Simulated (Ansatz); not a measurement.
# C: the cost of one run

Method: DFT PBEsol, scalar-relativistic, plane waves, PAW, in Ansatz 0.2.0.

A COD entry behind a cell of this session may itself be a prediction, so a difference from it is no test against experiment.

2 further runs of the same task are left out: 2 set aside as unsound or not needed.

## (1) The starting structure

It takes space group P6_3/mmc (No. 194, hexagonal). Conventional cell: a = 2.499 Å, b = 2.499 Å, c = 4.161 Å, α = 90.00°, β = 90.00°, γ = 120.00°. C (site symmetry 3m) is surrounded by 4 C at 1.53 to 1.56 Å.

As a file:

```xyz
4
Lattice="2.4988 0.0000 0.0000 -1.2494 2.1640 0.0000 0.0000 0.0000 4.1608" Properties=species:S:1:pos:R:3 pbc="T T T"
C     0.0000    1.4427    0.2613
C     1.2494    0.7213    2.3417
C     0.0000    1.4427    1.8191
C     1.2494    0.7213    3.8995
```

It is the result of an earlier relaxation at this level (volume 5.62 Å³/atom; gap on the mesh: 3.05 eV).

## (2) The reference: the undisturbed cell on the scan's mesh

input.yaml reads:

```yaml
crystal:
  lattice:
    - [2.498814969, 0.0, 0.0]
    - [-1.2494074845, 2.1640372425, 0.0]
    - [0.0, 0.0, 4.1608356791]
  atoms:
    - { symbol: C, position: [0.3333333333, 0.6666666667, 0.0628016598] }
    - { symbol: C, position: [0.6666666667, 0.3333333333, 0.5628016598] }
    - { symbol: C, position: [0.3333333333, 0.6666666667, 0.4371983402] }
    - { symbol: C, position: [0.6666666667, 0.3333333333, 0.9371983402] }
basis:
  ecutwfc: 420
kpoints:
  mp_grid: { grid: [12, 12, 6] }
hamiltonian:
  xc: pbesol
scf:
  occupations: { method: gaussian, width: 0.05 }
output:
  forces: true
  stress: true
  eigenvalues: true
```

The run is started by

```sh
$ ansatz run input.yaml --threads 1 --pin off --max-ram 2560MiB --backend cpu --events-out ev --progress --plain --runs-dir out
```

**Question.** How long does this run take on 1 thread of Intel Xeon Platinum 8259CL at 2.50GHz (Skylake/Cascade Lake), shared host, and how much memory does it need?

About 1.2 s, with a peak of 0.34 GiB.
